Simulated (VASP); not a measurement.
# A VASP 6.6.1 single-point calculation on SrO

INCAR

```
LASPH = .TRUE.
ISMEAR = 0
METAGGA = R2SCAN
LWAVE = .FALSE.
LCHARG = .FALSE.
SIGMA = 0.01
ENCUT = 520
ISIF = 2
EDIFF = 1E-7
ISYM = -1
NBANDS = 15
PREC = Accurate
IBRION = -1
NSW = 0
LREAL = .FALSE.
ALGO = Normal
NELM = 120
```

KPOINTS

```
KPOINTS created by Atomic Simulation Environment
0
Gamma
4 4 4
0 0 0
```

POSCAR

```
Sr O
 1.0000000000000000
     0.0000000000000000    2.6443896353000000    2.6443896353000000
     2.6443896353000000    0.0000000000000000    2.6443896353000000
     2.6443896353000000    2.6443896353000000    0.0000000000000000
 Sr  O
   1   1
Cartesian
  0.0000000000000000  0.0000000000000000  0.0000000000000000
  2.6443896353000000  2.6443896353000000  2.6443896353000000
```

The recommended PBE PAW datasets give the neutral cell 16 valence electrons.

Command

```
mpirun -np 1 vasp_std
```

OSZICAR

```
N       E                     dE             d eps       ncg     rms          rms(c)
DAV:   1     0.499456458835E+02    0.49946E+02   -0.85803E+03  1920   0.106E+03
DAV:   2    -0.310682266991E+02   -0.81014E+02   -0.73842E+02  2610   0.221E+02
DAV:   3    -0.345730264649E+02   -0.35048E+01   -0.34795E+01  2638   0.418E+01
DAV:   4    -0.346517164554E+02   -0.78690E-01   -0.78674E-01  2248   0.601E+00
DAV:   5    -0.346534482392E+02   -0.17318E-02   -0.17318E-02  2384   0.692E-01    0.136E+01
DAV:   6    -0.268542442442E+02    0.77992E+01   -0.47220E+00  2690   0.163E+01    0.130E+01
DAV:   7    -0.269906016473E+02   -0.13636E+00   -0.16140E-01  1920   0.358E+00    0.742E+00
DAV:   8    -0.270120115739E+02   -0.21410E-01   -0.95588E-02  1920   0.322E+00    0.683E-01
DAV:   9    -0.270110265190E+02    0.98505E-03   -0.15022E-02  2375   0.114E+00    0.238E-01
DAV:  10    -0.270109366636E+02    0.89855E-04   -0.19393E-03  2095   0.429E-01    0.116E-01
DAV:  11    -0.270110869916E+02   -0.15033E-03   -0.44091E-04  1920   0.188E-01    0.589E-02
DAV:  12    -0.270110937734E+02   -0.67818E-05   -0.40634E-05  2347   0.472E-02    0.233E-02
DAV:  13    -0.270110880466E+02    0.57268E-05   -0.82458E-06  2305   0.263E-02    0.123E-02
DAV:  14    -0.270110874820E+02    0.56458E-06   -0.16974E-06  2613   0.108E-02    0.247E-03
DAV:  15    -0.270110873947E+02    0.87354E-07   -0.36279E-07  2082   0.516E-03
   1 F= -.27011087E+02 E0= -.27011087E+02  d E =-.197931E-18
```

From OUTCAR

```
k-points           NKPTS =     64   k-points in BZ     NKDIM =     64   number of bands    NBANDS=     15

   NELECT =      16.0000    total number of electrons

   dimension x,y,z NGX =    28 NGY =   28 NGZ =   28
   dimension x,y,z NGXF=    56 NGYF=   56 NGZF=   56

  energy-cutoff  :      520.00
  volume of cell :       36.98
      direct lattice vectors                 reciprocal lattice vectors
     0.000000000  2.644389635  2.644389635    -0.189079549  0.189079549  0.189079549
     2.644389635  0.000000000  2.644389635     0.189079549 -0.189079549  0.189079549
     2.644389635  2.644389635  0.000000000     0.189079549  0.189079549 -0.189079549

 k-points in reciprocal lattice and weights: KPOINTS created by Atomic Simulation Env
   0.00000000  0.00000000  0.00000000       0.016
   0.25000000  0.00000000  0.00000000       0.016
   0.50000000  0.00000000  0.00000000       0.016
  -0.25000000  0.00000000  0.00000000       0.016
   0.00000000  0.25000000  0.00000000       0.016
   0.25000000  0.25000000  0.00000000       0.016
   0.50000000  0.25000000  0.00000000       0.016
  -0.25000000  0.25000000  0.00000000       0.016
   ...

 E-fermi :   1.0341

 k-point     1 :       0.0000    0.0000    0.0000
  band No.  band energies     occupation
      1     -32.8256      2.00000
      2     -14.9490      2.00000
      3     -13.9234      2.00000
      4     -13.9234      2.00000
      5     -13.9234      2.00000
      6       0.9751      2.00000
      7       0.9751      2.00000
      8       0.9751      2.00000
      9       5.0277      0.00000
     10       7.5455      0.00000
     11       7.5455      0.00000
     12       7.5455      0.00000
     13       9.6809      0.00000
     14       9.6809      0.00000
     15      13.8257      0.00000

 k-point     2 :       0.2500    0.0000    0.0000
  band No.  band energies     occupation
      1     -32.7784      2.00000
      2     -15.7046      2.00000
      3     -13.9553      2.00000
      4     -13.9553      2.00000
      5     -13.2901      2.00000
      6      -0.1766      2.00000
      7       0.4471      2.00000
      8       0.4471      2.00000
      9       7.0802      0.00000
     10       7.3525      0.00000
     11       8.5952      0.00000
     12       8.5952      0.00000
     13      10.9478      0.00000
     14      10.9478      0.00000
     15      16.5567      0.00000

 k-point     3 :       0.5000    0.0000    0.0000
  band No.  band energies     occupation
      1     -32.7306      2.00000
      2     -16.1839      2.00000
      3     -13.9866      2.00000
      4     -13.9866      2.00000
      5     -12.9332      2.00000
      6      -0.9889      2.00000
      7      -0.0008      2.00000
      8      -0.0008      2.00000
      9       7.7100      0.00000
     10       9.3611      0.00000
     11       9.9617      0.00000
     12       9.9617      0.00000
     13      12.8408      0.00000
     14      12.8408      0.00000
     15      15.5237      0.00000

 ...

  Total       -1.2640235     -1.2640239     -1.2640237      0.0000069      0.0000069      0.0000068
  in kB      -54.7594901    -54.7595089    -54.7594984      0.0002968      0.0002979      0.0002952
  external PRESSURE =     -54.7594991 kB  Pullay stress =       0.0000000 kB

 POSITION                                       TOTAL-FORCE (eV/Angst)
 -----------------------------------------------------------------------------------
      0.00000      0.00000      0.00000        -0.000000     -0.000000     -0.000000
      2.64439      2.64439      2.64439         0.000000      0.000000      0.000000
 -----------------------------------------------------------------------------------
    total drift:                                0.000000      0.000000      0.000000

  FREE ENERGIE OF THE ION-ELECTRON SYSTEM (eV)
  ---------------------------------------------------
  free  energy   TOTEN  =       -27.0110873947 eV

  energy  without entropy=      -27.0110873947  energy(sigma->0) =      -27.01108739
```

It converged. Results: gap between bands v and c on the k mesh 3.77 eV; least direct gap on the k mesh 3.90 eV; pressure -5.5 GPa. Band v is the last that the valence electrons fill when counted band by band, and c is the next.

For comparison, a separate r²SCAN run of the intended cell, on usual settings and not on those above, gives a gap of 3.77 eV on its mesh and a pressure of -5.5 GPa.

The run above took about 1.7 min on one core of a shared host (Intel Xeon Platinum 8488C) and held 0.18 GiB at most.
